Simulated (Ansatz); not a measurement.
ZrH2: the change of pressure and formation energy with volume per atom

Plane-wave density functional theory, PAW datasets, Gaussian smearing 0.05 eV: one cell in which all forces lie under 0.002 eV/angstrom; stress (xx yy zz yz xz xy) and pressure positive in compression; site moments are of spin alone; formation energy from the elements run alike, uncorrected. The results are calculated, by Ansatz 0.2.0.

Cell of the first row (space group Fm-3m, No. 225):
```
CELL_PARAMETERS angstrom
0.00000 2.34970 2.34970
2.34970 0.00000 2.34970
2.34970 2.34970 0.00000
ATOMIC_POSITIONS crystal
Zr 0.00000 0.00000 0.00000
H 0.25000 0.25000 0.25000
H 0.75000 0.75000 0.75000
```

Settings of every row: paw set soft_2; functional PBEsol; spin treatment none; moment partition spheres; spin axis none; wave cutoff 420 eV; k mesh 10x10x10; SCF start atoms; lower state search light; symmetry use detected.

Atom first moment, atom hubbard u: 0 on all atoms.

Limits: the cell comes from a prototype or a list of computed structures and needn't be the stable phase.

| row | volume per atom (Å³) | pressure (GPa) | formation energy (eV per atom) | energy above relaxed cell (meV per atom) |
| --- | --- | --- | --- | --- |
| 1 | 8.648 | 6.23 | -0.6561 | 6.65 |
| 2 | 8.828 | 2.91 | -0.6612 | 1.55 |
| 3 | 9.009 | -0.09 | -0.6628 | 0 |
| 4 | 9.189 | -2.81 | -0.6611 | 1.65 |
| 5 | 9.369 | ? | ? | ? |
| 6 | 9.555 | -7.56 | -0.6491 | 13.7 |
| 7 | 10.617 | -16.98 | -0.5646 | 98.12 |

Question: what pressure and formation energy should row 5 give?

Worked fit of pressure. Take u = (V_r/V)^(2/3) − 1 with V_r = 9.099 Å³ an atom, which is twice the finite (Eulerian) strain; such expansions in the strain, on which the Birch-Murnaghan equation of state is built, carry the rest volume and the bulk modulus. The shown rows have u = 0.03447, 0.02036, 0.00665, -0.00654, -0.03207, -0.09775. Least squares give pressure = −1.486 + 205.57 × u + 516.3 × u² + 356 × u³ GPa; a parabola predicts inner rows, each left out in turn, worse (root mean square 0.028 against 0.008 GPa). The rows lie off it by 0.00, -0.01, 0.01, 0.00, 0.00, 0.00. The pressure vanishes at u = 0.0071, or V = 9.003 Å³ an atom, and there the bulk modulus at fixed shape and fractions is B = −V dP/dV = (2/3)(1 + u) dP/du = 143 GPa. The withheld row has u = -0.01931, so the fit gives −1.486 + 205.57 × (-0.01931) + 516.3 × (-0.01931)² + 356 × (-0.01931)³ = -5.27 GPa.

The calculation gave -5.27 GPa. The fit meets it to the printed digit.

Worked fit of formation energy. Take u = (V_r/V)^(2/3) − 1 with V_r = 9.099 Å³ an atom, which is twice the finite (Eulerian) strain; such expansions in the strain, on which the Birch-Murnaghan equation of state is built, carry the rest volume and the bulk modulus. The shown rows have u = 0.03447, 0.02036, 0.00665, -0.00654, -0.03207, -0.09775. Least squares give formation energy = −0.66234 − 0.1267 × u + 8.932 × u² eV per atom; a straight line predicts inner rows, each left out in turn, worse (root mean square 0.017 against 2.8e-05 eV per atom). All shown rows lie on it to the printed digit. The withheld row has u = -0.01931, so the fit gives −0.66234 − 0.1267 × (-0.01931) + 8.932 × (-0.01931)² = -0.6566 eV per atom.

The calculation gave -0.6565 eV per atom. The fit lies 0.0001 eV per atom (0.1 % of the column's range) below it, one unit of the last digit.

The other values of row 5: energy above relaxed cell 6.23 meV per atom.
